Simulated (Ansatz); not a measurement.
zincblende-structured TaN

Level of theory: DFT, r²SCAN, scalar-relativistic, collinear spin; plane waves to 500 eV with PAW datasets (Ansatz 0.2.0), 12×12×12 k-mesh, Gaussian smearing of 0.05 eV; PAW files: Ansatz's generated set soft_2.

```cif
data_structure
_symmetry_space_group_name_H-M 'P 1'
_symmetry_Int_Tables_number 1
_cell_length_a 3.3467
_cell_length_b 3.3467
_cell_length_c 3.3467
_cell_angle_alpha 60.000
_cell_angle_beta 60.000
_cell_angle_gamma 60.000
_cell_volume 26.51
loop_
_atom_site_label
_atom_site_type_symbol
_atom_site_fract_x
_atom_site_fract_y
_atom_site_fract_z
_atom_site_occupancy
Ta1 Ta 0.00000 0.00000 0.00000 1
N1 N 0.25000 0.25000 0.25000 1
```

The start was a prototype's sites filled with these elements. The Crystallography Open Database lists the compound in space groups P-62m, P6/mmm, P63/mmc, so this is a trial structure.

Magnetic state: non-magnetic, site spin moments none.

Cell and atoms are those of this level's equilibrium.

Path: Γ–X–U | K–Γ–L–W–X, with Γ = (0.000, 0.000, 0.000), X = (-0.500, -0.500, 0.000), U = (-0.375, -0.375, 0.250), K = (-0.375, 0.000, 0.375), L = (0.000, 0.000, 0.500), W = (-0.500, -0.250, 0.250) in reciprocal vectors of the calculation's cell.

Task: Is it a metal or an insulator, and if it has a gap, where are the band edges on this path?

Result: A metal: bands cross the Fermi level.

Bands as a text map, energy in eV from the Fermi level (dashes), each leg drawn with the same width, + spin up, o spin down, # both:
```
  2.86 |                                                
  2.57 |    #                                           
  2.29 |     ####                                    ###
  2.00 |     #   ##                           #######   
  1.71 |           #                        ##          
  1.43 |   ## #     #    #                 #            
  1.14 |   #   ##    #  # ##        # #####           ##
  0.86 |  #      #######   ##      # #   #           #  
  0.57 |##              #   #####    #    ##        #   
  0.29 | ##                      #### ###   #      #    
  0.00 |-----------------##--#---------------######-----
 -0.29 |                  # ##           #              
 -0.57 |  #                #     #                      
 -0.86 | #                                #             
 -1.14 |#                     ###                       
 -1.43 |   #                               #            
 -1.71 |                 #                              
 -2.00 |                                                
 -2.29 |    #                               #           
 -2.57 |     #          #                    #          
 -2.86 |      ##########                      ##########
 -3.14 |                                                
 -3.43 |                                                
 -3.71 |                                                
 -4.00 |                                                
 -4.29 |                                                
 -4.57 |                                                
 -4.86 |                                                
        Γ      X      UK       Γ       L       W       X
```

Spin–orbit coupling, which matters for such heavy elements, is left out.
